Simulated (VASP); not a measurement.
Here is a VASP 6.6.1 calculation.

Contents of INCAR:

```
PREC     = Accurate       # precision mode
ENCUT    = 520            # plane-wave cutoff, eV
EDIFF    = 1E-7           # SCF threshold, eV
ISMEAR   = -1             # smearing method
SIGMA    = 0.1            # smearing width, eV
LREAL    = False          # projectors in reciprocal space
LASPH    = True           # aspherical terms in the spheres
NELM     = 100            # most SCF steps
ALGO     = Fast           # electronic algorithm
ISIF     = 2              # what is computed and relaxed
LWAVE    = False          # write WAVECAR
LCHARG   = False          # write CHGCAR
GGA      = RE             # functional
NBANDS   = 8              # bands
```

The input KPOINTS:

```
regular mesh
0
Gamma
  31 31 31
```

POSCAR

```
B
1.0
   -1.1593976668      1.1593976668      1.1593976668
    1.1593976668     -1.1593976668      1.1593976668
    1.1593976668      1.1593976668     -1.1593976668
B
1
Direct
    0.0000000000      0.0000000000      0.0000000000
```

Potentials or basis: VASP PAW PBE potentials, release 64 (B).

Command:

```bash
$ cat potpaw_PBE.64/B/POTCAR > POTCAR
$ mpirun -np 1 vasp_std > vasp.out
```

(1) Predict the pressure.

(2) What does it give for the band gap on the k mesh?

Answers

(1) -0.4 GPa.

(2) none (metal or under the smearing width).

Caveat: the PAW data sets were made with another functional, which shifts forces and pressure a little.
